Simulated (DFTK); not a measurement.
Runs of DFTK 0.8.2 on Rb. The structure is cubic, space group Im-3m (No. 229). Conventional cell: a = 5.605 Å, b = 5.605 Å, c = 5.605 Å, α = 90.00°, β = 90.00°, γ = 90.00°. 

| task | level | potentials or basis | k mesh | cutoff (eV) | gap on the mesh (eV) | pressure (GPa) | V0 of scaled cells (Å³/atom) | B0 (GPa) |
| --- | --- | --- | --- | --- | --- | --- | --- | --- |
| equation of state | PBEsol | SG15 1.2 (PBE) | 5 × 5 × 5 | 952 | - | - | (b) | 3 |
| single point | PBE | dojo.nc.sr.pbe.v0_4_1.standard.upf (PBE) | 7 × 7 × 7 | 789 | none | (a) | - | - |
| equation of state | AM05 | SG15 1.2 (PBE) | 5 × 5 × 5 | 952 | - | - | 91.01 | 3 |
| band structure | PBEsol | SG15 1.2 (PBE) | 7 × 7 × 7 | 952 | none | -0.1 | - | - |
| equation of state | PBE | dojo.nc.sr.pbe.v0_4_1.standard.upf (PBE) | 7 × 7 × 7 | 789 | - | - | 90.87 | 3 |

Alike in all rows: no spin polarisation; cell as given; smearing fermi-dirac 0.05 eV.

Question: Estimate the missing entries.

Answer: (a) 0.1; (b) 85.81.

Caveats: the potentials were made for another functional, which shifts forces and pressure (some runs).

A k mesh can miss the band edges, and the runs leave out spin-orbit coupling on Rb.

A gap of «none» marks a metal or a gap under the smearing width.

Not every run made on this cell is shown here.
